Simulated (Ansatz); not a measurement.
The system is MgO.

```
CELL_PARAMETERS angstrom
0.00000 2.09700 2.09700
2.09700 0.00000 2.09700
2.09700 2.09700 0.00000
ATOMIC_POSITIONS crystal
Mg 0.00000 0.00000 0.00000
O 0.50000 0.50000 0.50000
```

The cell is a database's computed one.

Program: Ansatz 0.2.0. Alike in all runs: potentials or basis Ansatz PAW; no spin polarisation; cell as given.

Task: Order these runs on this cell by their band gap on the k mesh, lowest first.
A. level r2SCAN50; k mesh 6 × 6 × 6; cutoff (eV) 500; smearing fermi-dirac 0.05 eV; points for each segment of the path 4; mesh quality coarse
B. level HF; k mesh 6 × 6 × 6; cutoff (eV) 420; smearing fermi-dirac 0.05 eV; points for each segment of the path 4; mesh quality coarse
C. level PBE; k mesh 11 × 11 × 11; cutoff (eV) 420; smearing gaussian 0.011 eV; mesh quality not flagged

Result: C (4.87 eV), A (10.22 eV), B (15.80 eV).

Caveats: some runs use coarse meshes; odd divisions of the mesh miss points on the zone boundary, where band edges often lie, so the gap on the mesh can be too wide (some runs).
